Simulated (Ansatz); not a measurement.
Here is the system:

AlSb (zinc blende)

```yaml
crystal:
  lattice:
    - [0.00000, 3.08862, 3.08862]
    - [3.08862, 0.00000, 3.08862]
    - [3.08862, 3.08862, 0.00000]
  atoms:
    - { symbol: Sb, position: [0.75000, 0.75000, 0.75000] }
    - { symbol: Al, position: [0.00000, 0.00000, 0.00000] }
```

In each cell atom 2 (Al, nearest neighbour Sb at 2.675 Å; its periodic images, 4.4 Å or more away, move with it) moves by s·(0.577, 0.577, 0.577) (along Cartesian [111]), the rest being held.

Method: r2SCAN (plane waves to 500 eV, PAW, scalar-relativistic; Ansatz, a first-principles code). k mesh 11×11×11 (Γ-centred), Fermi-Dirac smearing 0.05 eV. Energies are smeared free energies. AlSb was relaxed with its symmetry unable to fall. Spin-orbit coupling is left out, though Sb is heavy. ΔE is measured from the undisplaced structure.

The scan covers s from -0.270 to 0.270 Å in 11 points.

Problem. Is this a single well or a double well?

Solution. A single well with its minimum at or next to zero displacement.

Problem. Is the energy the same for displacements of ±0.270 Å, and if not, which side lies higher?

Solution. Not even: the negative side lies higher at ±0.270 Å. With its periodic images moving along, the atom's site symmetry in this cell is -43m.

Problem. What is the energy change at s = 0.270 Å?

Solution. 219 meV/cell.

Problem. What force acts on the atom along the line at s = -0.270 Å?

Solution. 3.14 eV/Å.

Problem. What is the force constant k = d²E/ds² of this move at s = 0?

Solution. 8.01 eV/Å².

(A displaced cell: forces are minus the slopes of the energy, force constants its curvatures, and phonons follow from these.)
